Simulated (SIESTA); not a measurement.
# PbS (Galena) under changes of volume

One of the cells (26.607 Å³/atom); the others are scaled copies at fixed shape and fractional positions:

```
Pb S
1.0
     0.00000    2.98539    2.98539
     2.98539    0.00000    2.98539
     2.98539    2.98539    0.00000
Pb S
1 1
Direct
  0.00000 0.00000 0.00000
  0.50000 0.50000 0.50000
```

| Property | Result |
| --- | --- |
| Program | SIESTA 5.4.2 |
| Functional | PBE |
| Potentials or basis | PseudoDojo 0.4 standard (PBE files) |
| Basis | DZP (energy shift 0.002 Ry) |
| Grid cutoff | 500 Ry |
| Energy shift | 0.002 Ry |
| k mesh | 8 × 8 × 8 |
| Occupations | fermi-dirac, width 0.05 eV |
| Spin | no spin polarisation |

| volume (Å³/atom) | energy over the lowest point (meV/atom) | pressure (GPa) | gap on the mesh (eV) |
| --- | --- | --- | --- |
| 24.521 | 62.21 | 7.5 | 0.17 |
| 25.042 | 40.59 | 5.8 | 0.26 |
| 25.564 | 24.00 | 4.4 | 0.34 |
| 26.607 | 4.41 | 1.8 | 0.48 |
| 27.129 | ? | ? | ? |
| 27.651 | 0.00 | -0.3 | 0.60 |

Q: What does the run at 27.129 Å³/atom give?

A: Energy over the lowest point 0.51 meV/atom; pressure 0.6 GPa; gap on the mesh 0.55 eV.

Worked out: A Birch-Murnaghan fit of order 3 (a polynomial in V^(-2/3)) to the other rows has its minimum at 27.47 Å³/atom with B0 = V·E''(V) = 52 GPa and B' = 4.2. It gives 0.48 meV/atom at 27.129 Å³/atom, against the run's 0.51, and -dE/dV = 0.7 GPa, against 0.6. A parabola through the other rows of the gap, of slope 3.07 eV per unit of ln V (its deformation potential) there, gives 0.54 eV, against the run's 0.55.

Energies are extrapolated to zero smearing.

Caveats: semicore shells carry a single zeta, which can move pressures by several GPa and volumes by a few percent; spin-orbit coupling is left out, which as a rule narrows the gap of such compounds by several tenths of an eV; the basis of atomic orbitals isn't converged, which shifts pressures, moduli and gaps.

A mesh can miss the band edges.
